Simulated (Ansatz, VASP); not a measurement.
Ag, level by level in two programs

```
Ag
1.0
    -1.65565    1.65565    1.65565
     1.65565   -1.65565    1.65565
     1.65565    1.65565   -1.65565
Ag
1
Direct
  0.00000 0.00000 0.00000
```

This isn't the form of Ag at room conditions, which is fcc.

Single points on this cell with VASP 6.6.1 and Ansatz 0.2.0. Each row is one pair of runs. Alike in all rows: spin: off.

| level | k mesh | smearing | VASP's potentials, cutoff | Ansatz's potentials, cutoff | gap on the k mesh at the Fermi level (eV), VASP | gap on the k mesh at the Fermi level (eV), Ansatz | pressure (GPa), VASP | pressure (GPa), Ansatz |
| --- | --- | --- | --- | --- | --- | --- | --- | --- |
| LDA | 11 × 11 × 11 | fermi-dirac, width 0.05 eV | VASP PAW LDA potentials, release 64 (Ag), 520 eV | Ansatz PAW, 420 eV | none | none | -11.4 | -11.5 |
| r2SCAN | 11 × 11 × 11 | fermi-dirac, width 0.05 eV | VASP PAW PBE potentials, release 64 (Ag), 520 eV | Ansatz PAW, 500 eV | none | none | -3.7 | -3.7 |
| PBE | 11 × 11 × 11 | gaussian, width 0.011 eV | VASP PAW PBE potentials, release 64 (Ag), 520 eV | Ansatz PAW, 420 eV | none | none | -0.8 | -0.8 |
| PBEsol | 9 × 9 × 9 | fermi-dirac, width 0.05 eV | VASP PAW PBE potentials, release 64 (Ag), 520 eV | Ansatz PAW, 420 eV | none | none | -7.4 | -7.2 |

Pressure (GPa): the two programs differ by at most 0.14.

A gap of «none» marks a metal or a gap that the smearing closes.

Caveats: the PAW data sets were made with another functional, which shifts forces and pressure a little (VASP); the PAW data sets come from PBE, with cores solved anew for the run's functional, which leaves a small shift of forces and pressure (Ansatz).
